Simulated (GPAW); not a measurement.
# Sn (Im-3m) in GPAW: notebook

One crystal, Sn, is run at these levels: PBE, LDA; tasks: single point.

All numbers are computed with GPAW 26.7.0; they aren't measurements. Logs are shortened: lines on timing, memory, paths and dates and some standing lists are left out, and cuts for length are marked. The log counts tension as positive stress, the text compression.

## Step 1: The crystal as given

The structure is cubic, space group Im-3m (No. 229). The conventional cell has a = 3.789 Å, b = 3.789 Å, c = 3.789 Å, α = 90.00°, β = 90.00°, γ = 90.00°. Sn (site symmetry m-3m) has 8 Sn at 3.28 Å as nearest neighbours.

This isn't the form of Sn at room conditions, which is tetragonal (white tin).

## Step 2: Single point, PBE

run.py

```python
from ase.dft.bandgap import bandgap
from ase.io import read, write
from ase.units import GPa
from gpaw import GPAW, PW

atoms = read('Sn.xyz')

calc = GPAW(mode=PW(600),
            xc='PBE',
            kpts={'size': (10, 10, 10), 'gamma': True},
            occupations={'name': 'methfessel-paxton', 'order': 0, 'width': 0.1},
            nbands=14,
            convergence={'density': 1e-05, 'energy': 1e-05},
            maxiter=150,
            txt='gpaw.txt')
atoms.calc = calc
energy = atoms.get_potential_energy()
forces = atoms.get_forces()
stress = atoms.get_stress()
calc.write('gs.gpw')
write('result.traj', atoms)
print(f'Energy: {energy:.6f} eV')
print('Forces (eV/A):')
print(forces.round(4))
print('Stress (GPa):', (stress / GPa).round(3))
print('Fermi level:', round(calc.get_fermi_level(), 4), 'eV')
print(f'Gap: {bandgap(calc)[0]:.4f} eV, direct: {bandgap(calc, direct=True)[0]:.4f} eV')
```

Sn.xyz

```xyz
1
Lattice="-1.8946518192 1.8946518192 1.8946518192 1.8946518192 -1.8946518192 1.8946518192 1.8946518192 1.8946518192 -1.8946518192" Properties=species:S:1:pos:R:3 pbc="T T T"
Sn     0.0000000000      0.0000000000      0.0000000000
```

Potentials or basis: GPAW PAW data sets (gpaw-data 1.2.1), pw.

The run is started by

```bash
$ OMP_NUM_THREADS=1 python run.py
```

gpaw.txt:

```text
__  _  _
 | _ |_)|_||  |
 |__||  | ||/\| - 26.7.0

Input parameters:
  mode=PW(ecut=600.0),
  convergence={'density': 1e-05, 'energy': 1e-05},
  kpts=MonkhorstPack(size=(10, 10, 10), gamma=True),
  maxiter=150,
  nbands=14,
  occupations=Occupations(name='methfessel-paxton', order=0, width=0.1),
  xc=XC(name='PBE')

Diagonalizing LCAO Hamiltonian
Converting LCAO to pw mode

       Sn

Atoms  # Å, Bohr magnetons
|   | symbol |        x |        y |        z |    initial magnetic moments |
|---|--------|----------|----------|----------|-----------------------------|
| 0 |     Sn | 0.000000 | 0.000000 | 0.000000 | ( 0.0000,  0.0000,  0.0000) |

Unit cell  # Å
| periodic |         x |         y |         z |  lengths |     angles |
|----------|-----------|-----------|-----------|----------|------------|
|      yes | -1.894652 |  1.894652 |  1.894652 | 3.281633 | 109.471221 |
|      yes |  1.894652 | -1.894652 |  1.894652 | 3.281633 | 109.471221 |
|      yes |  1.894652 |  1.894652 | -1.894652 | 3.281633 | 109.471221 |

Number of symmetries: 48
Symmetry operations  # r_c * U_cc + t_c -> r_c
|    | kind |            matrix            |
|----|------|------------------------------|
|  0 |  σ   |  1, 1, 1,  0, 0,-1,  0,-1, 0 |
|  1 |  C4  |  1, 1, 1,  0, 0,-1, -1, 0, 0 |
|  2 |  C2  |  1, 1, 1,  0,-1, 0,  0, 0,-1 |
|  3 |  S6  |  1, 1, 1,  0,-1, 0, -1, 0, 0 |
|  4 |  S6  |  1, 1, 1, -1, 0, 0,  0, 0,-1 |
|  5 |  C4  |  1, 1, 1, -1, 0, 0,  0,-1, 0 |
|  6 |  E   |  1, 0, 0,  0, 1, 0,  0, 0, 1 |
|  7 |  σ   |  1, 0, 0,  0, 1, 0, -1,-1,-1 |
|  8 |  σ   |  1, 0, 0,  0, 0, 1,  0, 1, 0 |
|  9 |  C3  |  1, 0, 0,  0, 0, 1, -1,-1,-1 |
| 10 |  C3  |  1, 0, 0, -1,-1,-1,  0, 1, 0 |
| 11 |  σ   |  1, 0, 0, -1,-1,-1,  0, 0, 1 |
| 12 |  σ   |  0, 1, 0,  1, 0, 0,  0, 0, 1 |
| 13 |  C2  |  0, 1, 0,  1, 0, 0, -1,-1,-1 |
| 14 |  C3  |  0, 1, 0,  0, 0, 1,  1, 0, 0 |
| 15 |  S4  |  0, 1, 0,  0, 0, 1, -1,-1,-1 |
| 16 |  S4  |  0, 1, 0, -1,-1,-1,  1, 0, 0 |
| 17 |  C3  |  0, 1, 0, -1,-1,-1,  0, 0, 1 |
| 18 |  C3  |  0, 0, 1,  1, 0, 0,  0, 1, 0 |
| 19 |  S4  |  0, 0, 1,  1, 0, 0, -1,-1,-1 |
| 20 |  σ   |  0, 0, 1,  0, 1, 0,  1, 0, 0 |
| 21 |  C3  |  0, 0, 1,  0, 1, 0, -1,-1,-1 |
| 22 |  C2  |  0, 0, 1, -1,-1,-1,  1, 0, 0 |
| 23 |  S4  |  0, 0, 1, -1,-1,-1,  0, 1, 0 |
| 24 |  C4  |  0, 0,-1,  1, 1, 1,  0,-1, 0 |
| 25 |  σ   |  0, 0,-1,  1, 1, 1, -1, 0, 0 |
| 26 |  S6  |  0, 0,-1,  0,-1, 0,  1, 1, 1 |
| 27 |  C2  |  0, 0,-1,  0,-1, 0, -1, 0, 0 |
| 28 |  C4  |  0, 0,-1, -1, 0, 0,  1, 1, 1 |
| 29 |  S6  |  0, 0,-1, -1, 0, 0,  0,-1, 0 |
| 30 |  S6  |  0,-1, 0,  1, 1, 1,  0, 0,-1 |
| 31 |  C4  |  0,-1, 0,  1, 1, 1, -1, 0, 0 |
| 32 |  C4  |  0,-1, 0,  0, 0,-1,  1, 1, 1 |
| 33 |  S6  |  0,-1, 0,  0, 0,-1, -1, 0, 0 |
| 34 |  σ   |  0,-1, 0, -1, 0, 0,  1, 1, 1 |
| 35 |  C2  |  0,-1, 0, -1, 0, 0,  0, 0,-1 |
| 36 |  C2  | -1, 0, 0,  1, 1, 1,  0, 0,-1 |
| 37 |  S6  | -1, 0, 0,  1, 1, 1,  0,-1, 0 |
| 38 |  S6  | -1, 0, 0,  0, 0,-1,  1, 1, 1 |
| 39 |  C2  | -1, 0, 0,  0, 0,-1,  0,-1, 0 |
| 40 |  C2  | -1, 0, 0,  0,-1, 0,  1, 1, 1 |
| 41 |  i   | -1, 0, 0,  0,-1, 0,  0, 0,-1 |
| 42 |  S4  | -1,-1,-1,  1, 0, 0,  0, 1, 0 |
| 43 |  C3  | -1,-1,-1,  1, 0, 0,  0, 0, 1 |
| 44 |  C3  | -1,-1,-1,  0, 1, 0,  1, 0, 0 |
| 45 |  σ   | -1,-1,-1,  0, 1, 0,  0, 0, 1 |
| 46 |  S4  | -1,-1,-1,  0, 0, 1,  1, 0, 0 |
| 47 |  C2  | -1,-1,-1,  0, 0, 1,  0, 1, 0 |

BZ-sampling:
  Number of BZ points: 1000
  Number of IBZ points: 47

  Monkhorst-Pack size: [10, 10, 10]
  Monkhorst-Pack shift: [0.05, 0.05, 0.05]

K-points  # in reciprocal-cell coordinates
|     |                                coordinates |     weight |
|-----|--------------------------------------------|------------|
|   0 | (  0.00000000,   0.00000000,   0.00000000) | 0.00100000 |
|   1 | (  0.10000000,   0.00000000,   0.00000000) | 0.01200000 |
|   2 | (  0.10000000,   0.10000000,  -0.10000000) | 0.00600000 |
|   3 | (  0.20000000,   0.00000000,  -0.10000000) | 0.02400000 |
|   4 | (  0.20000000,   0.00000000,   0.00000000) | 0.01200000 |
|   5 | (  0.20000000,   0.10000000,  -0.10000000) | 0.02400000 |
|   6 | (  0.20000000,   0.20000000,  -0.20000000) | 0.00600000 |
|   7 | (  0.30000000,  -0.10000000,  -0.10000000) | 0.00800000 |
|   8 | (  0.30000000,   0.00000000,  -0.10000000) | 0.04800000 |
|   9 | (  0.30000000,   0.00000000,   0.00000000) | 0.01200000 |
| ... |                                            |            |
|  46 | (  0.50000000,   0.50000000,   0.50000000) | 0.00100000 |

Plane wave coefficients: 935
Cutoff: 600.0 eV

Spin-components: 1 (collinear spins)
Bands:           14
Projectors:      6
Spin-degeneracy: 2
Datatype:        complex128

Parallelization:
  kpt:    1
  domain: 1
  band:   1

Density:
  Valence electrons: 14.0
  Components: 1
  Grid points: [20 20 20]
  Charge: 0.0  # |e|

Potential:
  Grid points: [20 20 20]

species:
  Sn:
    name:    Tin
    Z:       50.0
    valence: 14
    core:    36
    charge:  0.0  # [|e|]
    compensation charges:
      type: gauss
      rc: 0.38  # [Å]
      lmax: 2
    cutoffs:
      filter: 2.23  # [Å]
      core: 2.35  # [Å]
    projectors
    | kind |    occ | energy [eV] | rcut [Å] |
    |------|--------|-------------|----------|
    |   5s |  2.000 |     -10.538 |    1.201 |
    |   5p |  2.000 |      -3.696 |    1.270 |
    |   4d | 10.000 |     -25.845 |    1.185 |
    |    s |        |      16.674 |    1.201 |
    |    p |        |      23.515 |    1.270 |
    |    d |        |       1.367 |    1.185 |

    Using partial waves for Sn as LCAO basis

Reference energy: -168010.693307  # eV

eigensolver:
  PPCG
  Converge bands: occupied
  niter=2

density mixing:
  MSR1-Mixer
  Pratt-step length: 0.05
  Maximum mixing coefficient: 0.75
  Old densities: 10
  SVD Regularization: 0.005
  Good broyden scale: 1.0
  Trust region scale: 1.0
  Backstep threshold: 4.0
  History deletion threshold: 6.0
  Fourier metric: weight=20.0, sigma=0.015

occupation numbers:
  Methfessel-Paxton:
    width: 0.1000  # eV
    order: 0

poisson solver:
  ecut: 4800.0  # eV

xc functional:
  name: PBE with 2 nearest neighbor stencil

convergence criteria:
- Maximum integral of absolute [dens]ity change: 1e-05 electrons / valence electron
- Maximum [total energy] change in last 3 cyles: 1e-05 eV / valence electron
- Maximum integral of absolute [eigenst]ate change: 4e-08 eV^2 / valence electron
maximum number of iterations: 150

SCF iterations
|iter     | |      energy | eigst |  dens |
|---------|-|-------------|-------|-------|
|iter:   1| |   -3.977020 | -0.15 |       |
|iter:   2| |   -3.976311 | -2.70 | -1.75 |
|iter:   3| |   -3.965971 | -2.79 | -1.78 |
|iter:   4| |   -3.966294 | -3.76 | -2.33 |
|iter:   5| |   -3.966396 | -4.85 | -2.94 |
|iter:   6| |   -3.966402c| -6.10 | -3.79 |
|iter:   7| |   -3.966402c| -7.43c| -4.51 |
|iter:   8| |   -3.966402c| -8.07c| -5.21c|

Converged in 8 steps
Energy contributions relative to reference atoms: (reference = -168010.693307)

Energy contributions:
  Kinetic:           4.291357
  Coulomb:          -4.171708
  Zero:              0.002060
  External:          0.000000
  Xc:               -4.085901
  Entropy:          -0.004422
  Spinorbit:         0.000000
  ----------------------------
  Free energy:      -3.968613
  Extrapolated:     -3.966402

dipole moment: (-6.413286, -6.413286, -6.413286)  # |e|*Ang

Fermi level: 7.190
Eigenvalues  # (at kpt = [0.000, 0.000, 0.000])
| band index |      eig [eV] | occ [0-2] |
|------------|---------------|-----------|
|          0 |       -14.336 |     2.000 |
|          1 |       -14.336 |     2.000 |
|          2 |       -14.336 |     2.000 |
|          3 |       -14.199 |     2.000 |
|          4 |       -14.199 |     2.000 |
|          5 |        -3.845 |     2.000 |
|          6 |        15.166 |     0.000 |
|          7 |        15.166 |     0.000 |
|          8 |        15.166 |     0.000 |
|          9 |        19.439 |     0.000 |
|         10 |        19.439 |     0.000 |
|         11 |        19.876 |     0.000 |
|         12 |        19.907 |     0.000 |
|         13 |        19.907 |     0.000 |

No gap
No difference between direct/indirect transitions

Forces  # eV/Ang
|       x |        y |       z |
|---------|----------|---------|
| 0.00000 | -0.00000 | 0.00000 |  # Sn   0

Stress tensor  # eV/Ang^3
|         x |         y |         z |
|-----------|-----------|-----------|
| -0.002259 |  0.000000 | -0.000000 |
|  0.000000 | -0.002259 | -0.000000 |
| -0.000000 | -0.000000 | -0.002259 |

# Writing to gs.gpw (mode='')
```

Run time: 9.7 s. Hardware: 1 thread of Arm Neoverse V1, shared host; peak memory 0.14 GiB.

Results:

```yaml
Free_energy: -3.9686 eV
Pressure: 0.4 GPa
Band_gap_on_the_k_mesh: none (metal or under the smearing width)
```

## Step 3: Single point, PBE

Edit run.py of step 2 so:

```diff
@@ -5,3 +5,3 @@
 
-atoms = read('Sn.xyz')
+atoms = read('POSCAR')
 
@@ -10,3 +10,3 @@
             kpts={'size': (10, 10, 10), 'gamma': True},
-            occupations={'name': 'methfessel-paxton', 'order': 0, 'width': 0.1},
+            occupations={'name': 'methfessel-paxton', 'order': 0, 'width': 0.02},
             nbands=14,
```

POSCAR

```
Sn
1.0
   -1.8946518192      1.8946518192      1.8946518192
    1.8946518192     -1.8946518192      1.8946518192
    1.8946518192      1.8946518192     -1.8946518192
Sn
1
Direct
    0.0000000000      0.0000000000      0.0000000000
```

Potentials or basis: GPAW PAW data sets (gpaw-data 1.2.1), pw.

The run is started by

```bash
$ OMP_NUM_THREADS=1 python run.py
```

Wall time 9.9 s (1 thread of Arm Neoverse V1, shared host); peak memory 0.14 GiB.

The run converged. Its results:

- Free energy: -3.9664 eV
- Pressure: 0.4 GPa
- Band gap on the k mesh: none (metal or under the smearing width)

Levels at points of the mesh, in eV from the Fermi level:
```tsv
k point	band 3	band 4	band 5	band 6	band 7	band 8	band 9	band 10
(0.00, 0.00, 0.00)	-21.54	-21.41	-21.41	-11.05	7.96	7.96	7.96	12.23
(0.50, 0.50, 0.00)	-21.41	-21.41	-21.32	-6.38	-4.41	3.60	5.45	7.96
(0.50, 0.50, 0.50)	-21.34	-21.34	-21.34	-2.44	-0.47	-0.47	-0.47	3.85
```

## Step 4: Single point, LDA

Edit run.py of step 3 so:

```diff
@@ -5,6 +5,6 @@
 
-atoms = read('POSCAR')
+atoms = read('Sn.xyz')
 
 calc = GPAW(mode=PW(600),
-            xc='PBE',
+            xc='LDA',
             kpts={'size': (10, 10, 10), 'gamma': True},
```

Sn.xyz is that of step 2.

Potentials or basis: the program's PAW data sets (release 1.2.1) made for this functional, pw.

The run is started by

```bash
$ OMP_NUM_THREADS=1 python run.py
```

It took 9.7 s on 1 thread of Arm Neoverse V1, shared host; peak memory 0.14 GiB.

The run converged. Its results:

| Property | Result |
| --- | --- |
| Free energy | -4.6374 eV |
| Pressure | -3.6 GPa |
| Band gap on the k mesh | none (metal or under the smearing width) |

Levels at points of the mesh, in eV from the Fermi level:
| k point | band 5 | band 6 | band 7 | band 8 | band 9 | band 10 |
| --- | --- | --- | --- | --- | --- | --- |
| (0.00, 0.00, 0.00) | -21.24 | -11.06 | 7.83 | 7.83 | 7.83 | 12.37 |
| (0.50, 0.50, 0.00) | -21.16 | -6.45 | -4.35 | 3.56 | 5.43 | 8.05 |
| (0.50, 0.50, 0.50) | -21.18 | -2.61 | -0.46 | -0.46 | -0.46 | 4.01 |

## Step 5: The runs side by side

| level | potentials or basis | smearing | gap on the mesh (eV) | pressure (GPa) |
| --- | --- | --- | --- | --- |
| PBE | GPAW PAW data sets (gpaw-data 1.2.1), pw | gaussian 0.1 eV | none | 0.4 |
| PBE | GPAW PAW data sets (gpaw-data 1.2.1), pw | gaussian 0.02 eV | none | 0.4 |
| LDA | the program's PAW data sets (release 1.2.1) made for this functional, pw | gaussian 0.02 eV | none | -3.6 |

Alike in all rows: task single point; no spin polarisation; cell as given; k mesh 10 × 10 × 10; cutoff (eV) 600.

Absolute energies hang on the potentials; compare differences alone.
